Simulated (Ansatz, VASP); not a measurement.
This is a calculation of TaN for Ansatz 0.2.0.

Contents of input.yaml:

```yaml
crystal:
  lattice:
    - [2.9217699809, 0.0, 0.0]
    - [-1.4608849905, 2.5303270275, 0.0]
    - [0.0, 0.0, 5.916515]
  atoms:
    - { symbol: Ta, position: [0.0, 0.0, 0.5] }
    - { symbol: Ta, position: [0.0, 0.0, 0.0] }
    - { symbol: "N", position: [0.3333333333, 0.6666666667, 0.25] }
    - { symbol: "N", position: [0.6666666667, 0.3333333333, 0.75] }
hamiltonian:
  xc: pbe
  pseudopotentials: { kind: paw }
  dispersion: d4
kpoints:
  mp_grid: { grid: [10, 10, 5] }
scf:
  occupations: { method: fermi_dirac, width: 0.05 }
output:
  forces: true
  stress: true
  eigenvalues: true
relax:
  f_tol: 0.01
  max_steps: 40
  cell: { stress_tol: 0.05 }
```

Potentials or basis: Ansatz PAW.

Run with:

```console
$ ansatz run input.yaml --threads 1 --pin off --max-ram 3584MiB --backend cpu --events-out ev --progress --plain --runs-dir out
```

Question: Set up the same calculation for VASP 6.6.1. Potentials there: VASP PAW PBE potentials, release 64 (Ta_pv, N).

Answer: As run (the cutoff follows the program's own potentials):

File INCAR:

```
PREC     = Accurate       # precision mode
ENCUT    = 600            # plane-wave cutoff, eV
EDIFF    = 1E-7           # SCF threshold, eV
ISMEAR   = -1             # smearing method
SIGMA    = 0.05           # smearing width, eV
LREAL    = F              # projectors in reciprocal space
LASPH    = T              # aspherical terms in the spheres
NELM     = 100            # most SCF steps
ALGO     = Fast           # electronic algorithm
ISIF     = 3              # what is computed and relaxed
LWAVE    = F              # write WAVECAR
LCHARG   = F              # write CHGCAR
GGA      = PE             # functional
IVDW     = 13             # dispersion correction
IBRION   = 2              # ionic algorithm
NSW      = 40             # ionic steps
EDIFFG   = -0.005         # ionic threshold
```

KPOINTS

```
Automatic mesh
0
Gamma
  10 10 5
```

The input POSCAR:

```
TaN
1.0
    2.9217699809      0.0000000000      0.0000000000
   -1.4608849905      2.5303270275      0.0000000000
    0.0000000000      0.0000000000      5.9165150000
Ta N
2 2
Direct
    0.0000000000      0.0000000000      0.5000000000
    0.0000000000      0.0000000000      0.0000000000
    0.3333333333      0.6666666667      0.2500000000
    0.6666666667      0.3333333333      0.7500000000
```

Potentials or basis: VASP PAW PBE potentials, release 64 (Ta_pv, N).

The run is started by

```sh
$ cat potpaw_PBE.64/Ta_pv/POTCAR potpaw_PBE.64/N/POTCAR > POTCAR
$ mpirun -np 1 vasp_std > vasp.out
```

Both were run:

|  | VASP | Ansatz | Ansatz less VASP |
| --- | --- | --- | --- |
| gap on the k mesh at the Fermi level, each at its own relaxed structure (eV) | none | none | - |
| relaxed volume (Å³/atom) | 10.76 | 10.74 | -0.019 |
| relaxed cell length with the largest relative difference (Å) | 5.887 | 5.884 | -0.0034 |
| energy change over the relaxation (meV/atom) | -3 | -3 | -0.7 |

A gap of «none» marks a metal or a gap that the smearing closes. The two sets of potentials don't hold the same shells in valence.

Caveats: pairwise dispersion overbinds metals, which lowers pressure and volume; the plane-wave basis is chosen anew once the cell has moved, so the energies of steps on either side of that aren't comparable (Ansatz); the pressure holds a Pulay correction of +0.5 GPa for the finite cutoff (Ansatz). The runs have no spin-orbit coupling, so splittings on Ta are missing.
